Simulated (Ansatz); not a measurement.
**Calculated field gradients at the nuclei for Ge₃N₄**

The cell is a Materials Project structure (computed, not necessarily an observed phase), its atoms then relaxed with PBE in this cell.

Space group P6_3/m (No. 176); a = 8.0509, c = 3.0835 Å, γ = 120.00°.

| site | Wyckoff | site symmetry | x | y | z |
| --- | --- | --- | --- | --- | --- |
| Ge | 6h | m.. | 0.8314 | 0.2379 | 0.7500 |
| N7 | 2c | -6.. | 0.6667 | 0.3333 | 0.7500 |
| N9 | 6h | m.. | 0.6702 | 0.9751 | 0.7500 |

One atom of each set is listed.

Computed with Ansatz: DFT, PBE, plane waves and PAW (field gradients read without the response of the frozen cores, which leaves them typically 4 to 6 % off), scalar-relativistic, 420 eV cutoff, Γ-centred 4×4×9 k-points, Fermi–Dirac smearing 0.02 eV.

C_Q = eQV_zz/h, which is 24.18 MHz for Q = 1 b and V_zz = 10²¹ V/m²; η = (V_xx − V_yy)/V_zz. ν_Q = 3|C_Q|/[2I(2I − 1)].

73Ge: I = 9/2, Q = -196.0 mb; ¹⁴N: I = 1, Q = 20.44 mb. Quadrupole moments are those of Pyykkö's year-2017 table.

```csv
site,atoms,first shell,C_Q (MHz),η,ν_Q (MHz)
Ge,6,4 N at 1.84–1.85 Å,-11.9,0.36,0.495
N7,2,3 Ge at 1.84 Å,-4.08,0.00,6.12
N9,6,3 Ge at 1.84–1.85 Å,-4.12,0.07,6.18
```

An axis of threefold or higher order runs through N7, so V_zz lies along it and η is zero. At N9 V_zz stands upright on the plane through its three neighbours (within 2°).

At this cell the PBE pressure is 5 GPa, so with PBE the cell would grow if it were relaxed. The entry's cell may itself be off.

The relaxation (3 steps) took 22 s of wall time (22 s of CPU time) and 0.58 GiB at its peak, on 1 thread of AMD EPYC 9R14 (Zen 4) (x86_64; 16 cores open to the job, memory cap 3.0 GiB, no GPU), a shared host with a load of 0.2 a core.
